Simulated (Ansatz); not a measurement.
# TaN (P-6m2) in Ansatz: notebook

The runs below take TaN through single point, equation of state, with LDA.

Program: Ansatz 0.2.0. These are calculated values, not measurements. Logs are shortened: lines on timing, memory, paths and dates and some standing lists are left out, and cuts for length are marked.

**1. The structure**

Symmetry: P-6m2, No. 187, hexagonal system. Conventional cell: a = 2.938 Å, b = 2.938 Å, c = 2.883 Å, α = 90.00°, β = 90.00°, γ = 120.00°. Ta (site symmetry -6m2) has 6 N at 2.23 Å as nearest neighbours. N (site symmetry -6m2) has 6 Ta at 2.23 Å as nearest neighbours.

**2. Single point, LDA, 10.13 Å³/atom (volume scaled by 0.94)**

input.yaml reads:

```yaml
crystal:
  lattice:
    - [2.8780239874, 0.0, 0.0]
    - [-1.4390119937, 2.4924418858, 0.0]
    - [0.0, 0.0, 2.8241467514]
  atoms:
    - { symbol: Ta, position: [0.0, 0.0, 0.5] }
    - { symbol: "N", position: [0.6666666667, 0.3333333333, 0.0] }
kpoints:
  mp_grid: { grid: [10, 10, 9] }
scf:
  occupations: { method: fermi_dirac, width: 0.05 }
hamiltonian:
  xc: lda
  pseudopotentials: { kind: all_electron, lapw: { basis_error: 0.001 } }
output:
  forces: true
  stress: true
  eigenvalues: true
```

Potentials or basis: all-electron LAPW, scalar-relativistic.

On the command line:

```
$ ansatz run input.yaml --threads 1 --pin off --max-ram 3072MiB --backend cpu --events-out ev --progress --plain --runs-dir out
```

The program printed:

```text
Warning: RAYON_NUM_THREADS=1 ignored (pool sized by the plan → 1); use --threads N
LAPW: plane waves up to 9.807 Å⁻¹, error target 1.0e-3 eV per atom; small_component_spin mean_spin; N in spheres of 0.922 Å, 7 of its electrons in bands, Dirac shells []; Ta in spheres of 1.258 Å, 43 of its electrons in bands, Dirac shells [] (how accurate: hamiltonian.pseudopotentials.lapw.basis_error, Limitations)
Engine: ansatz 0.2.0, aarch64-unknown-linux-gnu
Pseudopotentials: kind: all_electron
Pseudopotential: Ta, LAPW, valence charge 43, lapw/all_electron/scalar/gaussian/Ta, Koelling and Harmon's equation, gaussian nucleus
Pseudopotential: N, LAPW, valence charge 7, lapw/all_electron/scalar/gaussian/N, Koelling and Harmon's equation, gaussian nucleus
Functional definition: SPW92
  exchange = slater_x
  correlation = pw_c
Crystal: 2 atoms, lattice volume = 20.258 Å³
Basis set: ecut = 366.44976665901424 eV, 327 PW (Γ), exchange–correlation at level 2
Bands: 30, of which v1, the nominal top of the filled ones, is band 25 counted from 1 (24 counted from 0)
Symmetry: 12 space group operations
Space group: P-6m2 (ITA 187), of the structure as read, at distance tolerance 2.7e-5 Å
k-points: 70 of 900 (time reversal used)
Non-local potential: Ta, projectors of the file, none
Non-local potential: N, projectors of the file, none
Initial density: superposition of atomic densities (chi_scale 0.1, normalization cell, long waves kept (reshape's long-wave potential 0.00 eV rms))
Initial wavefunctions: plane waves of lowest kinetic energy (no species holds an atomic orbital)
Functional: x = slater, c = lda
iter 1 solved again at ethr=6.48e-3 eV; its pass at ethr=1.00e-1 eV (dr2=3.24e0 eV) is discarded
SCF iter   1: F=—  HF=-425803.847378 eV  |F-HF|=—  |Δ(HF+E_count)|=         —  Δρ=1.22e-1  dr2=3.24e0  ethr=6.48e-3  ⟨swp⟩=2.0  Hψ=13388  notcnv=0
preconditioner: auto → none  [insulator: Δε(μ)=0.252 eV  Ē_g=23.361 eV  σ=0.050 eV  W_gap=0.85  n_scr=8 (ndim 8)  ℏωp=45.2 eV  f_vac=0.000  D(μ)=0.03/eV (n_scr^D=0)  ε∞_Penn≈4.7]
SCF iter   2: F=—  HF=-425803.236418 eV  |F-HF|=—  |Δ(HF+E_count)|=   6.11e-1  Δρ=7.42e-2  dr2=1.31e0  ethr=6.48e-3  ⟨swp⟩=3.0  Hψ=6319  notcnv=0
iter 3 solved again at ethr=9.67e-5 eV; its pass at ethr=2.63e-3 eV (dr2=4.84e-2 eV) is discarded
SCF iter   3: F=—  HF=-425802.466287 eV  |F-HF|=—  |Δ(HF+E_count)|=   7.70e-1  Δρ=1.78e-2  dr2=4.84e-2  ethr=9.67e-5  ⟨swp⟩=2.0  Hψ=10966  notcnv=0
SCF iter   4: F=—  HF=-425802.457911 eV  |F-HF|=—  |Δ(HF+E_count)|=         —  Δρ=2.16e-3  dr2=9.68e-4  ethr=9.67e-5  ⟨swp⟩=2.0  Hψ=6414  notcnv=0
the basis was enlarged: its passes take 618.4 KiB over the memory plan, 1 of 1 planned eigensolver slots
SCF iter   5: F=—  HF=-425802.454138 eV  |F-HF|=—  |Δ(HF+E_count)|=   3.77e-3  Δρ=1.54e-3  dr2=6.23e-4  ethr=1.94e-6  ⟨swp⟩=2.0  Hψ=6304  notcnv=0
SCF iter   6: F=—  HF=-425802.453776 eV  |F-HF|=—  |Δ(HF+E_count)|=   3.61e-4  Δρ=3.49e-4  dr2=2.31e-5  ethr=1.25e-6  ⟨swp⟩=2.0  Hψ=6304  notcnv=0
SCF iter   7: F=—  HF=-425802.453756 eV  |F-HF|=—  |Δ(HF+E_count)|=   2.04e-5  Δρ=3.10e-5  dr2=1.12e-7  ethr=4.61e-8  ⟨swp⟩=2.2  Hψ=6318  notcnv=0
SCF iter   8: F=-425802.453756 eV  HF=-425802.453756 eV  |F-HF|=1.51e-9  |Δ(HF+E_count)|=   4.38e-8  Δρ=3.60e-6  dr2=1.10e-9  ethr=2.24e-10  ⟨swp⟩=2.8  Hψ=6431  notcnv=0
SCF 1 converged in 8 iterations: F = -425802.453756 eV  dr2 = 1.10e-9
SCF converged after 8 iterations
Free energy (F): -425802.453756 eV
Harris-Foulkes:  -425802.453756 eV  (|F-HF|=1.51e-9)
Internal energy: -425802.453440 eV  (E = F + TS)
E sigma→0 (E₀):  -425802.453598 eV
Entropy (-TS):   -0.000316 eV (-0.158 meV/atom)
Fermi energy:    26.843966 eV
--- Per-component energies (eV) ---
  E_band       = -4637.164023
  E_kinetic    = 475011.941937
  E_xc         = -8552.340784
  E_electrostatic = -892262.054593  (all electrons and nuclei)
  E_smearing   = -0.000316  (= −TS)
  E_closure    = 0.000000  (closes the sum)
  E_atoms      = -425779.748575  (free atoms, spherical and without spin; not in F)
  Σ components = -425802.453756   (vs F -425802.453756, Δ=0.00e0)
  Basis errors (estimates in eV, not in F): energy 3.4e-4 per atom: plane waves 3.1e-4 (1.7e-4 summed), levels above the bands 6.3e-95, relativity 1.1e-8, radial functions 3.7e-5, core shells 7.3e-7; eigenvalues (radial functions only) 7.1e-6; not estimated: angular momenta, meshes, grids; target (lapw.basis_error) 1.0e-3; muffin-tin radii N 0.922 Å, Ta 1.258 Å
--- Forces (eV/Å), atoms counted from 1 ---
  atom   1  Ta    -0.00000000     0.00000000     0.00000000
  atom   2  N      0.00000000     0.00000000     0.00000000
  max |Σ_I F_I| component: 9.25e-17 eV/Å
--- Stress (GPa, compression-positive) ---
       11.420824       0.000000       0.000000
        0.000000      11.420824       0.000000
        0.000000       0.000000      12.541963
  P = ⅓ Tr σ = 11.7945 GPa (117.945 kbar)
--- Band table (eV; the first three rows and the last of 70) ---
  k-point 0: bands = ["-367.7360", "-367.7204", "-367.7204", "-347.3996", "-189.8267", "-189.8267", "-189.7961", "-189.7952", "-189.7952", "-41.4485", "-7.7774", "-7.4883", "-7.4883", "6.8089", "6.8515", "6.8515", "6.8590", "6.8590", "6.8756", "6.9520", "8.8498", "21.9884", "21.9884", "22.3298", "23.8631", "29.6061", "30.6651", "30.6651", "31.1123", "31.1123"]
  k-point 1: bands = ["-367.7360", "-367.7204", "-367.7204", "-347.3996", "-189.8267", "-189.8267", "-189.7961", "-189.7952", "-189.7952", "-41.4407", "-7.9239", "-7.4762", "-7.4762", "6.8160", "6.8482", "6.8482", "6.8641", "6.8641", "6.8671", "6.9520", "9.1342", "21.5679", "22.0971", "22.0971", "24.5190", "29.3144", "29.3144", "30.0100", "31.9578", "31.9578"]
  k-point 2: bands = ["-367.7360", "-367.7204", "-367.7204", "-347.3996", "-189.8267", "-189.8267", "-189.7961", "-189.7952", "-189.7952", "-41.4208", "-8.2797", "-7.4457", "-7.4457", "6.8276", "6.8410", "6.8410", "6.8473", "6.8762", "6.8762", "6.9522", "9.9009", "20.0569", "22.3762", "22.3762", "26.0035", "27.9057", "27.9057", "30.9964", "31.9233", "31.9233"]
  k-point 69: bands = ["-367.7360", "-367.7204", "-367.7204", "-347.3996", "-189.8267", "-189.8267", "-189.7961", "-189.7952", "-189.7952", "-41.2742", "-8.5266", "-8.3178", "-8.0761", "6.7883", "6.8513", "6.8590", "6.8686", "6.8780", "6.8782", "6.9244", "11.0638", "18.2336", "20.0275", "22.7456", "26.3904", "31.7823", "32.2111", "33.8713", "34.6544", "36.9245"]
```

Wall time 28 s (1 thread of Arm Neoverse V2, shared host); peak memory 0.35 GiB.

Results:

| Property | Result |
| --- | --- |
| Free energy | -425802.4538 eV |
| Pressure | 11.8 GPa |
| Band gap on the k mesh | none (metal or under the smearing width) |

**3. Single point, LDA, 10.34 Å³/atom (volume scaled by 0.96)**

input.yaml, as its differences from that of step 2:

```diff
@@ -2,5 +2,5 @@
   lattice:
-    - [2.8780239874, 0.0, 0.0]
-    - [-1.4390119937, 2.4924418858, 0.0]
-    - [0.0, 0.0, 2.8241467514]
+    - [2.8982924298, 0.0, 0.0]
+    - [-1.4491462149, 2.5099948717, 0.0]
+    - [0.0, 0.0, 2.8440357641]
   atoms:
```

Potentials or basis: all-electron LAPW, scalar-relativistic.

On the command line:

```
$ ansatz run input.yaml --threads 1 --pin off --max-ram 3072MiB --backend cpu --events-out ev --progress --plain --runs-dir out
```

Wall time 28 s (1 thread of Arm Neoverse V2, shared host); peak memory 0.35 GiB.

Results (log left out):

```yaml
Free_energy: -425802.4737 eV
Pressure: 3.2 GPa
Band_gap_on_the_k_mesh: none (metal or under the smearing width)
```

**4. Single point, LDA, 10.56 Å³/atom (volume scaled by 0.98)**

input.yaml, as its differences from that of step 3:

```diff
@@ -2,5 +2,5 @@
   lattice:
-    - [2.8982924298, 0.0, 0.0]
-    - [-1.4491462149, 2.5099948717, 0.0]
-    - [0.0, 0.0, 2.8440357641]
+    - [2.9182812851, 0.0, 0.0]
+    - [-1.4591406425, 2.5273057282, 0.0]
+    - [0.0, 0.0, 2.8636504237]
   atoms:
```

On the command line:

```
$ ansatz run input.yaml --threads 1 --pin off --max-ram 3072MiB --backend cpu --events-out ev --progress --plain --runs-dir out
```

It took 28 s on 1 thread of Arm Neoverse V2, shared host; peak memory 0.35 GiB.

The run converged. Its results:

```
Free energy            : -425802.4716 eV
Pressure               : -4.6 GPa
Band gap on the k mesh : none (metal or under the smearing width)
```

**5. Single point, LDA, 10.78 Å³/atom**

input.yaml, as its differences from that of step 4:

```diff
@@ -2,5 +2,5 @@
   lattice:
-    - [2.9182812851, 0.0, 0.0]
-    - [-1.4591406425, 2.5273057282, 0.0]
-    - [0.0, 0.0, 2.8636504237]
+    - [2.938, 0.0, 0.0]
+    - [-1.469, 2.5443826363, 0.0]
+    - [0.0, 0.0, 2.883]
   atoms:
```

On the command line:

```
$ ansatz run input.yaml --threads 1 --pin off --max-ram 3072MiB --backend cpu --events-out ev --progress --plain --runs-dir out
```

Wall time 28 s (1 thread of Arm Neoverse V2, shared host); peak memory 0.34 GiB.

It converged, with:

* Free energy: -425802.4498 eV
* Pressure: -11.5 GPa
* Band gap on the k mesh: none (metal or under the smearing width)

**6. Single point, LDA, 10.99 Å³/atom (volume scaled by 1.02)**

input.yaml, as its differences from that of step 5:

```diff
@@ -2,5 +2,5 @@
   lattice:
-    - [2.938, 0.0, 0.0]
-    - [-1.469, 2.5443826363, 0.0]
-    - [0.0, 0.0, 2.883]
+    - [2.9574575207, 0.0, 0.0]
+    - [-1.4787287603, 2.5612333435, 0.0]
+    - [0.0, 0.0, 2.9020932717]
   atoms:
```

Potentials or basis: all-electron LAPW, scalar-relativistic.

On the command line:

```
$ ansatz run input.yaml --threads 1 --pin off --max-ram 3072MiB --backend cpu --events-out ev --progress --plain --runs-dir out
```

It took 28 s on 1 thread of Arm Neoverse V2, shared host; peak memory 0.35 GiB.

The run converged. Its results:

```yaml
Free_energy: -425802.4103 eV
Pressure: -17.7 GPa
Band_gap_on_the_k_mesh: none (metal or under the smearing width)
```

**7. Single point, LDA, 11.21 Å³/atom (volume scaled by 1.04)**

input.yaml, as its differences from that of step 6:

```diff
@@ -2,5 +2,5 @@
   lattice:
-    - [2.9574575207, 0.0, 0.0]
-    - [-1.4787287603, 2.5612333435, 0.0]
-    - [0.0, 0.0, 2.9020932717]
+    - [2.9766623284, 0.0, 0.0]
+    - [-1.4883311642, 2.5778651949, 0.0]
+    - [0.0, 0.0, 2.9209385612]
   atoms:
```

On the command line:

```
$ ansatz run input.yaml --threads 1 --pin off --max-ram 3072MiB --backend cpu --events-out ev --progress --plain --runs-dir out
```

Run time: 28 s. Hardware: 1 thread of Arm Neoverse V2, shared host; peak memory 0.34 GiB.

Results (log left out):

```
Free energy            : -425802.3550 eV
Pressure               : -23.3 GPa
Band gap on the k mesh : none (metal or under the smearing width)
```

**8. Single point, LDA, 11.42 Å³/atom (volume scaled by 1.06)**

input.yaml, as its differences from that of step 7:

```diff
@@ -2,5 +2,5 @@
   lattice:
-    - [2.9766623284, 0.0, 0.0]
-    - [-1.4883311642, 2.5778651949, 0.0]
-    - [0.0, 0.0, 2.9209385612]
+    - [2.9956224723, 0.0, 0.0]
+    - [-1.4978112361, 2.5942851611, 0.0]
+    - [0.0, 0.0, 2.939543767]
   atoms:
```

On the command line:

```
$ ansatz run input.yaml --threads 1 --pin off --max-ram 3072MiB --backend cpu --events-out ev --progress --plain --runs-dir out
```

Run time: 28 s. Hardware: 1 thread of Arm Neoverse V2, shared host; peak memory 0.34 GiB.

The run converged. Its results:

* Free energy: -425802.2855 eV
* Pressure: -28.3 GPa
* Band gap on the k mesh: none (metal or under the smearing width)

**9. Equation of state, LDA**

Potentials or basis: all-electron LAPW, scalar-relativistic.

No new run: the results of the series are fitted here.

What came out:

```
Equilibrium volume                        : 10.43 Å³/atom
Bulk modulus at fixed shape and positions : 379 GPa
Pressure derivative of the bulk modulus   : 4.3
```

Energy against volume, from the lowest point:
```
volume (Å³/atom)  energy (meV/atom)
          10.129               9.95
          10.345               0.00
          10.560               1.04
          10.776              11.94
          10.991              31.67
          11.207              59.32
          11.422              94.06
```

Caveat: the cell was scaled at fixed shape and fractional positions, which overstates the stiffness of a crystal with free parameters, most of all of layers and chains.
